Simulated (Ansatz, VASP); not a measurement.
# BAs in VASP and in Ansatz

The input INCAR:

```
SYSTEM = BAs
ALGO = Normal
EDIFF = 1E-6
EDIFFG = -0.05
ENCUT = 600
GGA = CA
IBRION = 2
ISIF = 3
ISMEAR = 0
LASPH = .TRUE.
LCHARG = .FALSE.
LREAL = .FALSE.
LWAVE = .FALSE.
NELM = 100
NSW = 80
PREC = Accurate
SIGMA = 0.01
```

File KPOINTS:

```
k-points
0
G
  8 8 8
  0 0 0
```

File POSCAR:

```
BAs
1.0
    0.0000000000      2.3885000000      2.3885000000
    2.3885000000      0.0000000000      2.3885000000
    2.3885000000      2.3885000000      0.0000000000
B As
1 1
Direct
    0.0000000000      0.0000000000      0.0000000000
    0.2500000000      0.2500000000      0.2500000000
```

Input for Ansatz:

```yaml
crystal:
  lattice:
    - [0.0, 2.3885, 2.3885]
    - [2.3885, 0.0, 2.3885]
    - [2.3885, 2.3885, 0.0]
  atoms:
    - { symbol: B, position: [0.0, 0.0, 0.0] }
    - { symbol: As, position: [0.25, 0.25, 0.25] }
kpoints:
  mp_grid:
    grid: [8, 8, 8]
hamiltonian:
  xc: lda
  dispersion: none
scf:
  occupations:
    method: fixed
relax:
  f_tol: 0.05
  cell: {}
```

Alike in both runs: task relaxation of cell and atoms; functional LDA; k mesh 8 × 8 × 8; no spin polarisation.

```csv
,VASP,Ansatz
version,VASP 6.6.1,Ansatz 0.2.0
potentials or method,"VASP PAW LDA potentials, release 64 (B, As)","plane waves, PAW"
plane-wave cutoff (eV),600,420
occupations,"gaussian, width 0.01 eV",fixed
valence electrons in the cell,8,18
```

```csv
,VASP,Ansatz,Ansatz less VASP
relaxed volume (Å³/atom),13.33,13.24,-0.088
relaxed cell length with the largest relative difference (Å),3.353,3.346,-0.0074
energy change over the relaxation (meV/atom),-3,-5,-1.9
```

The two sets of potentials don't hold the same shells in valence.

 Zero-point motion and thermal expansion aren't in these numbers. A k mesh can miss the band edges.
